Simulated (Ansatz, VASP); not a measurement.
BN: VASP beside Ansatz

```
CELL_PARAMETERS angstrom
0.00000 1.84789 1.84789
1.84789 0.00000 1.84789
1.84789 1.84789 0.00000
ATOMIC_POSITIONS crystal
B 0.00000 0.00000 0.00000
N 0.75000 0.75000 0.75000
```

Alike in both runs: task single point; functional PBE; k mesh 12 × 12 × 12; occupations gaussian, width 0.02 eV; no spin polarisation.

```csv
,VASP,Ansatz
version,VASP 6.6.1,Ansatz 0.2.0
potentials or method,"VASP PAW PBE potentials, release 64 (B, N)","scalar-relativistic, plane waves, PAW"
plane-wave cutoff (eV),520,420
valence electrons in the cell,8,8
```

```csv
,VASP,Ansatz,Ansatz less VASP
gap on the k mesh at the Fermi level (eV),4.39,4.40,+0.010
least direct gap on the mesh (eV),8.50,8.51,+0.009
pressure (GPa),-19.4,-19.4,-0.07
```

With one functional, cell and mesh, what is left measures potentials, basis and numerics.

Caveats: so large a pressure means that the cell lies far from this level's equilibrium, or that cutoff or potentials fall short (VASP). A k mesh can miss the band edges. Expect the measured gap to be larger: semilocal functionals such as PBE lack the derivative discontinuity.
